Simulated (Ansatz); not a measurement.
Molecular dynamics of WC

Input file:

```yaml
crystal:
  lattice:
    - [-2.890225, -5.006016, 0.0]
    - [4.335337, -2.503008, 0.0]
    - [0.0, 0.0, 5.677488]
  atoms:
    - { symbol: W, position: [0.75, 0.5, 0.0] }
    - { symbol: C, position: [0.5, 0.6666667, 0.25] }
    - { symbol: W, position: [0.75, 0.5, 0.5] }
    - { symbol: C, position: [0.5, 0.6666667, 0.75] }
    - { symbol: W, position: [0.5, 0.0, 0.0] }
    - { symbol: C, position: [0.25, 0.1666667, 0.25] }
    - { symbol: W, position: [0.5, 0.0, 0.5] }
    - { symbol: C, position: [0.25, 0.1666667, 0.75] }
    - { symbol: W, position: [0.25, 0.5, 0.0] }
    - { symbol: C, position: [0.0, 0.6666667, 0.25] }
    - { symbol: W, position: [0.25, 0.5, 0.5] }
    - { symbol: C, position: [0.0, 0.6666667, 0.75] }
    - { symbol: W, position: [0.0, 0.0, 0.0] }
    - { symbol: C, position: [0.75, 0.1666667, 0.25] }
    - { symbol: W, position: [0.0, 0.0, 0.5] }
    - { symbol: C, position: [0.75, 0.1666667, 0.75] }
basis:
  ecutwfc: 420.0
kpoints:
  mp_grid: { grid: [3, 3, 3] }
hamiltonian:
  xc: pbe
  pseudopotentials: { kind: paw, azcp: { folder: soft_1 } }
scf:
  occupations: { method: fermi_dirac, width: 0.3 }
  lower_state_search: "off"
md:
  timestep: 1.12
  n_steps: 200
  ensemble: nvt_langevin
  temperature: 3500.0
  initial_velocities: maxwell_boltzmann
  seed: 466782
  friction: 0.02
```

Command:

```bash
$ ansatz run input.yaml --threads 2 --pin off --max-ram 5120MiB --backend cpu --events-out ev --progress --plain --runs-dir out
```

It starts from a structure without forces on its atoms.

Output, in part (step lines):

```
md step     0: t =     0.00 fs  T =  3281.3 K  F+E_penalty+E_count = -85097.48881157 eV  E_kin = 6.786150 eV  (9 SCF iters)
md step     1: t =     1.12 fs  T =  2925.0 K  F+E_penalty+E_count = -85097.43447111 eV  E_kin = 6.049413 eV  (6 SCF iters)
md step     2: t =     2.24 fs  T =  2888.9 K  F+E_penalty+E_count = -85097.27759359 eV  E_kin = 5.974789 eV  (6 SCF iters)
md step     3: t =     3.36 fs  T =  2742.5 K  F+E_penalty+E_count = -85097.01888947 eV  E_kin = 5.672010 eV  (6 SCF iters)
md step     4: t =     4.48 fs  T =  2895.3 K  F+E_penalty+E_count = -85096.67348196 eV  E_kin = 5.987955 eV  (6 SCF iters)
md step     5: t =     5.60 fs  T =  2537.3 K  F+E_penalty+E_count = -85096.26705311 eV  E_kin = 5.247549 eV  (5 SCF iters)
md step     6: t =     6.72 fs  T =  2232.6 K  F+E_penalty+E_count = -85095.83994785 eV  E_kin = 4.617382 eV  (6 SCF iters)
md step     7: t =     7.84 fs  T =  2008.8 K  F+E_penalty+E_count = -85095.41943731 eV  E_kin = 4.154458 eV  (5 SCF iters)
[... lines left out ...]
md step   199: t =   222.88 fs  T =  3291.1 K  F+E_penalty+E_count = -85089.85208611 eV  E_kin = 6.806460 eV  (5 SCF iters)
md step   200: t =   224.00 fs  T =  3372.9 K  F+E_penalty+E_count = -85090.00524634 eV  E_kin = 6.975608 eV  (6 SCF iters)
```

The steps, from the saved trajectory:

```json
{"time (fs)": "0", "T (K)": "3281", "potential energy less start (eV)": "0.000"}
{"time (fs)": "6.72", "T (K)": "2233", "potential energy less start (eV)": "1.649"}
{"time (fs)": "13.44", "T (K)": "1510", "potential energy less start (eV)": "3.425"}
{"time (fs)": "20.16", "T (K)": "2022", "potential energy less start (eV)": "3.185"}
{"time (fs)": "26.88", "T (K)": "2016", "potential energy less start (eV)": "2.791"}
{"time (fs)": "33.6", "T (K)": "2468", "potential energy less start (eV)": "3.778"}
{"time (fs)": "40.32", "T (K)": "2059", "potential energy less start (eV)": "5.481"}
{"time (fs)": "47.04", "T (K)": "1982", "potential energy less start (eV)": "5.634"}
{"time (fs)": "53.76", "T (K)": "1800", "potential energy less start (eV)": "5.555"}
{"time (fs)": "60.48", "T (K)": "2183", "potential energy less start (eV)": "6.352"}
{"time (fs)": "67.2", "T (K)": "1985", "potential energy less start (eV)": "6.587"}
{"time (fs)": "73.92", "T (K)": "3786", "potential energy less start (eV)": "5.297"}
{"time (fs)": "80.64", "T (K)": "3665", "potential energy less start (eV)": "6.795"}
{"time (fs)": "87.36", "T (K)": "3915", "potential energy less start (eV)": "8.300"}
{"time (fs)": "94.08", "T (K)": "3482", "potential energy less start (eV)": "8.432"}
{"time (fs)": "100.8", "T (K)": "3206", "potential energy less start (eV)": "7.463"}
{"time (fs)": "107.52", "T (K)": "4254", "potential energy less start (eV)": "7.315"}
{"time (fs)": "114.24", "T (K)": "3680", "potential energy less start (eV)": "8.881"}
{"time (fs)": "120.96", "T (K)": "2987", "potential energy less start (eV)": "9.331"}
{"time (fs)": "127.68", "T (K)": "3497", "potential energy less start (eV)": "7.590"}
{"time (fs)": "134.4", "T (K)": "3880", "potential energy less start (eV)": "6.552"}
{"time (fs)": "141.12", "T (K)": "3588", "potential energy less start (eV)": "6.506"}
{"time (fs)": "147.84", "T (K)": "3330", "potential energy less start (eV)": "7.050"}
{"time (fs)": "154.56", "T (K)": "3477", "potential energy less start (eV)": "6.512"}
{"time (fs)": "161.28", "T (K)": "4005", "potential energy less start (eV)": "5.319"}
{"time (fs)": "168", "T (K)": "3234", "potential energy less start (eV)": "6.210"}
{"time (fs)": "174.72", "T (K)": "3229", "potential energy less start (eV)": "6.065"}
{"time (fs)": "181.44", "T (K)": "3526", "potential energy less start (eV)": "4.955"}
{"time (fs)": "188.16", "T (K)": "3362", "potential energy less start (eV)": "5.809"}
{"time (fs)": "194.88", "T (K)": "3041", "potential energy less start (eV)": "6.218"}
{"time (fs)": "201.6", "T (K)": "3171", "potential energy less start (eV)": "6.113"}
{"time (fs)": "208.32", "T (K)": "3321", "potential energy less start (eV)": "6.195"}
{"time (fs)": "215.04", "T (K)": "3037", "potential energy less start (eV)": "7.557"}
{"time (fs)": "221.76", "T (K)": "3412", "potential energy less start (eV)": "7.751"}
```

The run went to its last step. A run of 0.22 ps of so small a system gives no equilibrium averages. Limits of this set-up: coarse k mesh.

Mean squared displacements from the first frame to the last, about the centre of mass: W 0.03 Å², C 0.05 Å².

Last frame:

```xyz
16
Lattice="-2.8902 -5.0060 0.0000 4.3353 -2.5030 0.0000 0.0000 0.0000 5.6775" Properties=species:S:1:pos:R:3
W -0.096 -4.847 0.065
C 1.545 -3.986 1.475
W 0.212 -4.683 2.889
C 1.413 -4.045 4.315
W -1.642 -2.341 0.181
C -0.194 -1.477 1.389
W -1.529 -2.293 2.713
C -0.230 -1.675 4.359
W 1.324 -2.277 -0.073
C 2.760 -1.440 1.601
W 1.240 -2.116 2.910
C 2.899 -1.329 4.408
W -0.042 0.330 -0.175
C -1.561 -4.141 1.338
W 0.027 0.280 2.760
C -1.206 -3.911 4.156
```

Run time: 18 min on 2 threads of Intel(R) Xeon(R) CPU @ 2.60GHz (Ice Lake) (shared host), peak memory 0.76 GiB.
